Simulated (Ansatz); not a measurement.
# VO2 under changes of volume

One of the cells (10.308 Å³/atom); the others are scaled copies at fixed shape and fractional positions:

```
V O
1.0
     4.50720    0.00000    0.00000
     0.00000    4.50720    0.00000
     0.00000    0.00000    3.04445
V O
2 4
Direct
  0.50000 0.50000 0.50000
  0.00000 0.00000 0.00000
  0.20036 0.79964 0.50000
  0.79964 0.20036 0.50000
  0.70036 0.70036 0.00000
  0.29964 0.29964 0.00000
```

The cell is a database's computed one.

```yaml
Program: Ansatz 0.2.0
Functional: BLYP
Potentials_or_basis: Ansatz PAW
Cutoff: "420 eV (not typed: the program's choice for these potentials)"
k_mesh: 6 × 6 × 9
Occupations: fermi-dirac, width 0.05 eV
Spin: collinear spin, ferromagnetic start
Starting_moments: "[2.0, 2.0, 0.0, 0.0, 0.0, 0.0] μB"
```

```csv
volume (Å³/atom),energy over the lowest point (meV/atom),pressure (GPa),largest force (eV/Å)
9.689,17.54,12.5,0.185
9.896,?,?,?
10.102,0.00,1.8,0.196
10.308,0.82,-2.7,0.201
10.514,7.12,-6.7,0.205
10.720,18.30,-10.4,0.208
10.926,33.89,-13.6,0.210
```

Problem. What does the run at 9.896 Å³/atom give?

Solution. Energy over the lowest point 5.29 meV/atom; pressure 6.8 GPa; largest force 0.191 eV/Å.

Worked out: A Birch-Murnaghan fit of order 3 (a polynomial in V^(-2/3)) to the other rows has its minimum at 10.18 Å³/atom with B0 = V·E''(V) = 226 GPa and B' = 4.5 at fixed shape and positions, which overstates the stiffness. It gives 5.31 meV/atom at 9.896 Å³/atom, against the run's 5.29, and -dE/dV = 6.7 GPa, against 6.8.

Energies are extrapolated to zero smearing.

Caveats: the PAW data sets come from PBE, with cores solved anew for the run's functional, which leaves a small shift of forces and pressure.
